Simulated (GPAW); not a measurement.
Runs of GPAW 26.7.0 on NaCl. Symmetry: Pm-3m, No. 221, cubic system. Conventional cell: a = 3.502 Å, b = 3.502 Å, c = 3.502 Å, α = 90.00°, β = 90.00°, γ = 90.00°. Cl (site symmetry m-3m) has 8 Na at 3.03 Å as nearest neighbours. Na (site symmetry m-3m) has 8 Cl at 3.03 Å as nearest neighbours. Measurements of this composition are mostly on another form, of space group No. 225.

```csv
level,gap on the mesh (eV),pressure (GPa),relaxed volume (Å³/atom)
PBE+D3(op),(b),0.0,21.04
PBE+D3,3.98,-0.1,-
PBE+D3M(BJ),4.65,0.0,(a)
PBE+D3(BJ),4.20,0.1,20.16
PBE+D3(BJ)+ATM,4.17,0.1,(c)
```

Alike in all rows: task relaxation of cell and atoms; potentials or basis GPAW PAW data sets (gpaw-data 1.2.1), pw; no spin polarisation; cell relaxed; k mesh 8 × 8 × 8; cutoff (eV) 800; smearing fermi-dirac 0.05 eV.

Question: Estimate the missing entries.

Answer: (a) 18.06; (b) 4.05; (c) 20.34.

Caveats: later steps reuse the first step's grids; the relaxation stopped at its first step, so nothing moved (some runs); the volume moved by over 15 % at a fixed basis, so the end points are rough (some runs).

A k mesh can miss the band edges.
